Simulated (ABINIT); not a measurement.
W:

```
W
1.0
    -1.58234    1.58234    1.58234
     1.58234   -1.58234    1.58234
     1.58234    1.58234   -1.58234
W
1
Direct
  0.00000 0.00000 0.00000
```

Base run:

* Program: ABINIT 10.8.3 (patched build)
* Functional: r2SCAN
* Potentials or basis: JTH PAW LDA v2.0
* Cutoff: 490 eV
* k mesh: 12 × 12 × 12
* Occupations: fermi-dirac, width 0.05 eV
* Spin: no spin polarisation

Its results: band gap on the k mesh none (metal or under the smearing width); pressure 1.9 GPa.

**Question.** The run is repeated on the same cell with these changes: functional from r2SCAN to PBE; potentials or basis from JTH PAW LDA v2.0 to PseudoDojo NC SR PBE v0.5 standard; cutoff from 490 eV to 1007 eV. What comes out?

**Answer.** Band gap on the k mesh none (metal or under the smearing width); pressure 5.9 GPa.

Caveats: spin-orbit coupling is left out, which moves the levels of the heavy elements; the PAW data sets were made with another functional, which shifts forces and pressure a little (some runs).
